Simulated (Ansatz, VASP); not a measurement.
**One calculation of BN, two programs**

```xyz
4
Lattice="2.5194 0.0000 0.0000 -1.2597 2.1819 0.0000 0.0000 0.0000 4.1697" Properties=species:S:1:pos:R:3 pbc="T T T"
N     0.0000    1.4546    0.5224
N     1.2597    0.7273    2.6072
B     0.0000    1.4546    2.0837
B     1.2597    0.7273    4.1686
```

Measurements of this composition are mostly on another form, of space group No. 194.

Alike in both runs: task single point; functional r2SCAN; k mesh 12 × 12 × 6; occupations fermi-dirac, width 0.05 eV; no spin polarisation.

```csv
,VASP,Ansatz
version,VASP 6.6.1,Ansatz 0.2.0
potentials or method,"VASP PAW PBE potentials, release 64 (N, B)",Ansatz PAW
plane-wave cutoff (eV),520,500
valence electrons in the cell,16,16
```

VASP gave:

```
gap on the k mesh at the Fermi level (eV)       : 5.67
least direct gap on the mesh (eV)               : 9.12
pressure (GPa)                                  : 13.0
largest component of the traceless stress (GPa) : 0.34
rms of the force components (eV/Å)              : 0.006
```

Task: What did Ansatz give for the same quantities?

Result: gap on the k mesh at the Fermi level (eV): 5.70; least direct gap on the mesh (eV): 9.16; pressure (GPa): 11.7; largest component of the traceless stress (GPa): 0.34; rms of the force components (eV/Å): 0.004.

Atom by atom the forces differ by 0.002 eV/Å (rms over components).

Caveats: the PAW data sets were made with another functional, which shifts forces and pressure a little (VASP); the PAW data sets come from PBE, with cores solved anew for the run's functional, which leaves a small shift of forces and pressure (Ansatz). r2SCAN opens gaps a little over a GGA but as a rule still falls short of measured ones. A k mesh can miss the band edges.
